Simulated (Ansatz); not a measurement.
All-electron card of Ga

```yaml
crystal:
  lattice:
    - [-1.38440, 1.38440, 2.31122]
    - [1.38440, -1.38440, 2.31122]
    - [1.38440, 1.38440, -2.31122]
  atoms:
    - { symbol: Ga, position: [0.00000, 0.00000, 0.00000] }
```

Conventional cell: a = 2.769 Å, b = 2.769 Å, c = 4.622 Å, α = 90.00°, β = 90.00°, γ = 90.00°. Ga (atom 1) is surrounded by 12 Ga at 2.77 to 3.03 Å.

The cell is the one relaxed in the Materials Project (mp-140), not relaxed further here; entries there can be hypothetical.

Computed with DFT, LDA, all-electron LAPW, scalar-relativistic (Ansatz 0.2.0).

Settings: a Γ-centred 18×18×18 k mesh, Fermi–Dirac smearing of 0.05 eV, basis error target 0.5 meV/atom, no spin polarisation.

* Stress xx, yy, zz (compression positive): -1.43, -1.43, -2.75 GPa
* Volume per atom: 17.72 Å³

**Question.** Give the computed value. Pressure at this cell.

**Answer.** -1.87 GPa.

**Question.** Predict this quantity. Band gap.

**Answer.** none: with an odd electron count and no spin polarisation the bands can't all be full, a metal in this set-up (spin order or a larger cell could open a gap).

**Question.** Density of states at the Fermi level (0.2 eV bin): what does the calculation give?

**Answer.** 0.37 states/eV per cell.
